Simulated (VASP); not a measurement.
Runs of VASP 6.6.1 on HfO2. It takes space group P4_2/mnm (No. 136, tetragonal). The conventional cell has a = 4.814 Å, b = 4.814 Å, c = 3.205 Å, α = 90.00°, β = 90.00°, γ = 90.00°. Hf (site symmetry mmm) has 6 O at 2.08 Å as nearest neighbours. O (site symmetry m2m) is surrounded by 3 Hf at 2.08 Å. Measurements of this composition are mostly on another form, of space group No. 14.

```csv
task,level,spin,cell,k mesh,cutoff (eV),mesh quality,gap on the mesh (eV),pressure (GPa),relaxed volume (Å³/atom),largest force (eV/Å)
relaxation of cell and atoms,PBEsol+D4,off,relaxed,6 × 6 × 8,600,not flagged,3.91,0.0,(b),-
relaxation of cell and atoms,RPBE+D3(BJ),off,relaxed,6 × 6 × 8,600,not flagged,4.20,-0.2,11.97,0.02
band structure,r2SCAN,off,as given,6 × 6 × 8,520,not flagged,4.53,0.3,-,0.01
band structure,r2SCAN,"SOC, no magnetisation",as given,4 × 4 × 5,520,coarse,-,(a),-,0.01
relaxation of cell and atoms,RPBE+D3,off,relaxed,6 × 6 × 8,600,not flagged,(c),0.1,12.69,0.01
```

Alike in all rows: potentials or basis VASP PAW PBE potentials, release 64 (Hf_pv, O); smearing fermi-dirac 0.05 eV.

Task: Estimate the missing entries.

Result: (a) 0.5; (b) 12.24; (c) 3.98.

Caveats: some runs use coarse meshes; the PAW data sets were made with another functional, which shifts forces and pressure a little; spin-orbit coupling is left out, which moves the levels of the heavy elements (some runs).

A k mesh can miss the band edges, and rows without SOC leave out spin-orbit coupling on Hf.
